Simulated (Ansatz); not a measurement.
**BN and the effect of the functional**

Symmetry: F-43m, No. 216, cubic system. Conventional cell: a = 3.626 Å, b = 3.626 Å, c = 3.626 Å, α = 90.00°, β = 90.00°, γ = 90.00°. Around N (site symmetry -43m) lie 4 B at 1.57 Å. Around B (site symmetry -43m) lie 4 N at 1.57 Å.

Kept alike: task single point; k mesh 8 × 8 × 8; occupations fermi-dirac, width 0.05 eV; no spin polarisation. Program: Ansatz, PAW datasets made for the crystal. Cutoffs run from 520 to 580 eV. The mesh is that of the run's cell of 2 atoms. No spin-orbit coupling.

| functional | band gap (eV) | pressure (GPa) |
| --- | --- | --- |
| HSE06 | 5.772 | -9.54 |
| PBE | 4.458 | -0.41 |
| PBE0 | 6.536 | -9.49 |

Pressure is positive in compression, with a Pulay correction for the finite cutoff. A gap read on the mesh alone can miss an edge between its points.

What does the functional change here?

The band gap runs from 4.458 (PBE) to 6.536 eV (PBE0). From PBE: HSE06 +1.314; PBE0 +2.078. The pressure runs from -9.54 (HSE06) to -0.41 GPa (PBE). From PBE: HSE06 -9.13; PBE0 -9.08.
